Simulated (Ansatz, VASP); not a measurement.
## Ti in VASP and in Ansatz

Contents of INCAR:

```
PREC = Accurate
ENCUT = 520
EDIFF = 1E-7
ISMEAR = -1
SIGMA = 0.05
LREAL = False
LASPH = True
NELM = 100
ALGO = Normal
ISIF = 2
LWAVE = False
LCHARG = False
NBANDS = 12
```

Contents of KPOINTS:

```
regular mesh
0
Gamma
  11 11 11
```

POSCAR

```
Ti
1.0
   -1.6075008044      1.6075008044      1.6075008044
    1.6075008044     -1.6075008044      1.6075008044
    1.6075008044      1.6075008044     -1.6075008044
Ti
1
Direct
    0.0000000000      0.0000000000      0.0000000000
```

File input.yaml:

```yaml
crystal:
  lattice:
    - [-1.6075008044, 1.6075008044, 1.6075008044]
    - [1.6075008044, -1.6075008044, 1.6075008044]
    - [1.6075008044, 1.6075008044, -1.6075008044]
  atoms:
    - { symbol: Ti, position: [0.0, 0.0, 0.0] }
kpoints:
  mp_grid: { grid: [11, 11, 11] }
scf:
  occupations: { method: fermi_dirac, width: 0.05 }
hamiltonian:
  xc: lda
  pseudopotentials: { kind: all_electron, lapw: { basis_error: 0.001 } }
output:
  forces: true
  stress: true
  eigenvalues: true
```

Change from the starting cell: volume scaled by 0.94.

Alike in both runs: task single point; functional LDA; k mesh 11 × 11 × 11; occupations fermi-dirac, width 0.05 eV; no spin polarisation.

|  | VASP | Ansatz |
| --- | --- | --- |
| version | VASP 6.6.1 | Ansatz 0.2.0 |
| potentials or method | VASP PAW LDA potentials, release 64 (Ti_sv) | all-electron LAPW, scalar-relativistic |
| plane-wave cutoff (eV) | 520 | see its input |

Ansatz gave:

```
gap on the k mesh at the Fermi level (eV) : none
pressure (GPa)                            : -5.3
```

What did VASP give for the same quantities?

gap on the k mesh at the Fermi level (eV): none; pressure (GPa): -5.4.

A gap of «none» marks a metal or a gap that the smearing closes. Ansatz ran all-electron here, so the differences hold the error of VASP's frozen core and of both bases.
